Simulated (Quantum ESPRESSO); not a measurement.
Runs of Quantum ESPRESSO 7.5 on C. The cell holds a slab with vacuum, 4 atoms: a = 2.456 Å, b = 2.456 Å, c = 23.524 Å, α = 90.00°, β = 90.00°, γ = 120.00°. The slab is cut from a database's or a generator's crystal, which needn't be the stable form of the element.

| level | form of the LDA correlation | gap on the mesh (eV) | largest force (eV/Å) | work function (eV) |
| --- | --- | --- | --- | --- |
| AM05 | - | none | - | 4.22 |
| RPBE | - | none | 0.01 | 4.13 |
| PBEsol | - | none | - | 4.29 |
| LDA | PZ81 | none | - | (a) |
| revPBE | - | none | 0.01 | 4.14 |
| PW91 | - | none | 0.01 | (b) |
| rev-vdW-DF2 | - | none | 0.02 | 4.35 |

Alike in all rows: task work function; potentials or basis SG15 PBE 1.2; no spin polarisation; cell as given; k mesh 12 × 12 × 1; cutoff (eV) 1197; smearing fermi-dirac 0.05 eV.

Question: Fill in the values left out.

Answer: (a) 4.44; (b) 4.25.

Caveats: the potentials were made for another functional, which shifts forces and pressure.

A gap of «none» marks a metal or a gap under the smearing width.

Runs at the PBE level aren't shown here.
